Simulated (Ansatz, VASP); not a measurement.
## One calculation of Sb, two programs

POSCAR

```
Sb
1.0
    3.1600000000      0.0000000000      0.0000000000
    0.0000000000      3.1600000000      0.0000000000
    0.0000000000      0.0000000000      3.1600000000
Sb
1
Direct
    0.0000000000      0.0000000000      0.0000000000
```

Contents of INCAR.step1:

```
SYSTEM = Sb
  PREC = Accurate
  ENCUT = 520
  ISMEAR = -1
  SIGMA = 0.05
  LREAL = .FALSE.
  LASPH = .TRUE.
  NELM = 80
  NBANDS = 8
  GGA = PE
  ALGO = Normal
  EDIFF = 1E-4
  LWAVE = .TRUE.
  LCHARG = .FALSE.
```

The input INCAR.step2:

```
SYSTEM = Sb
  PREC = Accurate
  ENCUT = 520
  EDIFF = 1E-6
  ISMEAR = -1
  SIGMA = 0.05
  LREAL = .FALSE.
  LASPH = .TRUE.
  NELM = 80
  ALGO = Normal
  ISIF = 2
  LWAVE = .FALSE.
  LCHARG = .FALSE.
  METAGGA = R2SCAN
  LMIXTAU = .TRUE.
  NBANDS = 8
  ISTART = 1
```

KPOINTS

```
regular mesh
0
G
  8 8 8
  0 0 0
```

Contents of input.yaml:

```yaml
crystal:
  lattice:
    - [3.16, 0.0, 0.0]
    - [0.0, 3.16, 0.0]
    - [0.0, 0.0, 3.16]
  atoms:
    - { symbol: Sb, position: [0.0, 0.0, 0.0] }
hamiltonian:
  xc: r2scan
  pseudopotentials: { kind: paw }
kpoints:
  mp_grid: { grid: [8, 8, 8] }
scf:
  occupations: { method: fermi_dirac, width: 0.05 }
output:
  forces: true
  stress: true
  eigenvalues: true
```

This isn't the form of Sb at room conditions, which is rhombohedral.

Alike in both runs: task single point; functional r2SCAN; k mesh 8 × 8 × 8; occupations fermi-dirac, width 0.05 eV; no spin polarisation.

```csv
,VASP,Ansatz
version,VASP 6.6.1,Ansatz 0.2.0
potentials or method,"VASP PAW PBE potentials, release 64 (Sb)",Ansatz PAW
plane-wave cutoff (eV),520,500
valence electrons in the cell,5,15
```

```csv
,VASP,Ansatz,Ansatz less VASP
gap on the k mesh at the Fermi level (eV),none,none,-
pressure (GPa),-3.3,-3.3,+0.02
```

A gap of «none» marks a metal or a gap that the smearing closes. The functional is the same, so the differences come from potentials, cutoffs and numerics. The two sets of potentials don't hold the same shells in valence.

Caveats: the PAW data sets were made with another functional, which shifts forces and pressure a little (VASP); the PAW data sets come from PBE, with cores solved anew for the run's functional, which leaves a small shift of forces and pressure (Ansatz). Spin-orbit coupling is left out, which matters for the levels of Sb.
